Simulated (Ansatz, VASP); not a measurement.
# HgTe (Coloradoite): VASP beside Ansatz

```
Hg Te
1.0
     0.00000    3.32641    3.32641
     3.32641    0.00000    3.32641
     3.32641    3.32641    0.00000
Hg Te
1 1
Direct
  0.00000 0.00000 0.00000
  0.25000 0.25000 0.25000
```

Alike in both runs: functional PBE; k mesh 12 × 12 × 12; occupations gaussian, width 0.1 eV; no spin polarisation.

Ansatz relaxed the structure, and its values are those at the end. VASP's run is a single point on that final structure, the one shown.

|  | VASP | Ansatz |
| --- | --- | --- |
| version | VASP 6.6.1 | Ansatz 0.2.0 |
| potentials or method | VASP PAW PBE potentials, release 64 (Hg, Te) | scalar-relativistic, plane waves, PAW |
| plane-wave cutoff (eV) | 520 | 420 |
| valence electrons in the cell | 18 | 36 |

|  | VASP | Ansatz | Ansatz less VASP |
| --- | --- | --- | --- |
| gap on the k mesh at the Fermi level (eV) | none | none | - |
| pressure (GPa) | 0.0 | 0.0 | -0.05 |

A gap of «none» marks a metal or a gap that the smearing closes. The functional is the same, so the differences come from potentials, cutoffs and numerics. The two sets of potentials don't hold the same shells in valence.

Spin-orbit coupling is left out, which matters for the levels of Hg, Te.
